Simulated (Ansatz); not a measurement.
# Do energy and pressure agree? Two volumes of CsPbI3 (P4mm, 5 atoms in the cell)

```yaml
crystal:
  lattice:
    - [6.25855, 0.00000, 0.00000]
    - [0.00000, 6.25855, 0.00000]
    - [0.00000, 0.00000, 6.25855]
  atoms:
    - { symbol: Cs, position: [0.00000, 0.00000, 0.00799] }
    - { symbol: Pb, position: [0.50000, 0.50000, 0.50000] }
    - { symbol: I, position: [0.50000, 0.00000, 0.50000] }
    - { symbol: I, position: [0.00000, 0.50000, 0.50000] }
    - { symbol: I, position: [0.50000, 0.50000, 0.00000] }
```

Computed with PBE (plane waves, PAW; Ansatz, an electronic-structure program).

Settings: basis.ecutwfc = 74.2 Ry; kpoints.mp_grid.grid = 3 3 3; hamiltonian.xc = pbe; hamiltonian.pseudopotentials = {kind: paw} (the program's default PAW files); scf.occupations.method = fermi_dirac; scf.occupations.width = 0.0007 Ry. This cutoff ends a ladder whose last two steps agree within 1 meV/atom.

The second cell is the first with its lattice scaled by 0.98, at the same fractional positions.

The starting cell has typed, rounded lattice constants, without a prior relaxation at this level. Its lattice was rescaled by up to half a per cent. One atom was moved a little off its site on purpose. Ansatz's pressure includes its estimate of the finite-basis (Pulay) stress.

| cell | volume (Å³/atom) | pressure (GPa) | F less the first cell's (meV/atom) |
|---|---|---|---|
| first | 49.0288 | 0.83 | 0.00 |
| second | 46.1455 | 2.13 | ? |

Estimate the energy of the second cell from the pressures, and the bulk modulus between the two volumes.

With P = −dF/dV, the trapezoid gives ΔF ≈ −(P₁ + P₂)/2 · ΔV = −(1.480 GPa) · (-2.8833 Å³) = 26.63 meV/atom (1 eV/Å³ = 160.22 GPa). The modulus at fixed fractional positions is B = −ΔP/Δln V = 21 GPa, a mean over the interval; zero pressure lies outside it, so this is not the modulus at equilibrium. P(V) is curved, so the trapezoid lies high by about |ΔV|³·B·(1 + B′)/(12·V̄²) = 0.59 meV/atom for an assumed B′ = 4, which leaves 26.04 meV/atom. The runs gave 25.95 meV/atom, a miss of 0.09 meV/atom. Cases were kept where this miss is small, so the page shows the method and is no test of it.

Left out of this page: 15 runs of the series outside the window shown, repeating another row's setting, or not comparable.

Keys are those of Ansatz 0.2.
